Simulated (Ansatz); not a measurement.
Crystal: CuO.

```
Cu O
1.0
     2.34185   -1.71130    0.00000
    -1.49182   -1.71130   -5.05787
     2.34185    5.13390    0.00000
Cu O
4 4
Direct
  0.32133 0.95658 0.29054
  0.67867 0.04342 0.70946
  0.32256 0.52186 0.68365
  0.67744 0.47814 0.31635
  0.41767 0.70732 0.00990
  0.41393 0.79268 0.65850
  0.22494 0.34817 0.07342
  0.94346 0.15183 0.25818
```

* Program: Ansatz 0.2.0
* Task: relaxation of cell and atoms
* Functional: BLYP
* Dispersion: D3(BJ)
* Potentials or basis: Ansatz PAW
* Cutoff: 420 eV (not typed: the program's choice for these potentials)
* k mesh: 9 × 5 × 5
* Occupations: fermi-dirac, width 0.05 eV
* Spin: no spin polarisation

At the start: volume 10.13 Å³/atom.

Problem. How do energy, volume and symmetry change on relaxing?

Solution. It ends after 32 steps and the volume is 10.75 Å³/atom (+6.1 %); space group C2/m (No. 12, to 0.05 Å).

The path:
```tsv
step	energy change (eV)	largest force (eV/Å)	volume (Å³)
1	0.0000	16.4668	81.08
2	-3.6063	8.1759	87.49
3	-6.4019	2.1030	90.38
4	-7.5765	1.5761	90.83
5	-8.5264	1.3816	90.94
6	-9.4276	1.6425	89.72
7	-10.1798	1.3299	88.31
8	-10.9297	0.9083	83.33
9	-11.1167	0.1268	84.24
10	-11.1267	0.0335	83.91
11	-11.1271	0.0141	83.96
12	-11.1271	0.0049	83.96
13	-11.1807	0.0066	83.96
14	-11.2092	0.1156	83.68
15	-11.2189	0.1011	84.74
16	-11.2340	0.0712	84.98
17	-11.2400	0.0368	85.19
18	-11.2403	0.0031	85.19
19	-11.2892	0.0068	85.19
20	-11.3091	0.0200	85.49
21	-11.3111	0.0118	85.94
22	-11.3117	0.0016	85.85
23	-11.3243	0.0018	85.85
24	-11.3282	0.0049	85.98
25	-11.3283	0.0025	85.99
26	-11.3283	0.0005	86.00
27	-11.3307	0.0006	86.00
28	-11.3314	0.0085	86.01
29	-11.3317	0.0085	86.01
30	-11.3317	0.0234	86.05
31	-11.3318	0.0005	86.03
32	-11.3319	0.0006	86.03
```

Final structure:
```yaml
crystal:
  lattice:
    - [2.08672, -2.12131, 0.19544]
    - [-1.55790, -1.85650, -5.48225]
    - [1.74923, 5.90208, 0.09286]
  atoms:
    - { symbol: Cu, position: [0.25000, 0.00000, 0.25000] }
    - { symbol: Cu, position: [0.75000, 0.00000, 0.75000] }
    - { symbol: Cu, position: [0.25000, 0.50000, 0.75000] }
    - { symbol: Cu, position: [0.75000, 0.50000, 0.25000] }
    - { symbol: O, position: [0.63548, 0.76341, 0.13170] }
    - { symbol: O, position: [0.43339, 0.67052, 0.58500] }
    - { symbol: O, position: [0.06661, 0.32948, 0.91500] }
    - { symbol: O, position: [0.86452, 0.23659, 0.36830] }
```

Caveat: the plane-wave basis is chosen anew once the cell has moved, so the energies of steps on either side of that aren't comparable; the pressure holds a Pulay correction of +0.8 GPa for the finite cutoff; the run has no spin polarisation, though such a crystal can be magnetic; pairwise dispersion overbinds metals, which lowers pressure and volume; the PAW data sets come from PBE, with cores solved anew for the run's functional, which leaves a small shift of forces and pressure.
